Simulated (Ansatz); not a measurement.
The system is KBr.

```
Br K
1.0
     0.00000    3.30000    3.30000
     3.30000    0.00000    3.30000
     3.30000    3.30000    0.00000
Br K
1 1
Direct
  0.50000 0.50000 0.50000
  0.00000 0.00000 0.00000
```

Base run:

- Program: Ansatz 0.2.0
- Functional: HSE06 form with a typed share of exact exchange
- Potentials or basis: Ansatz PAW
- Cutoff: 420 eV (not typed: the program's choice for these potentials)
- k mesh: 4 × 4 × 4
- Occupations: fermi-dirac, width 0.05 eV
- Spin: no spin polarisation

Its results: band gap on the k mesh 4.90 eV, direct; pressure 0.6 GPa.

**Question.** The run is repeated on the same cell with these changes: share of exact exchange from 0.1 to 0.25. What comes out?

**Answer.** Band gap on the k mesh 5.62 eV, direct; pressure 0.5 GPa.

Caveats: the PAW data sets come from PBE, with cores solved anew for the run's functional, which leaves a small shift of forces and pressure; the thresholds are loose for stress.

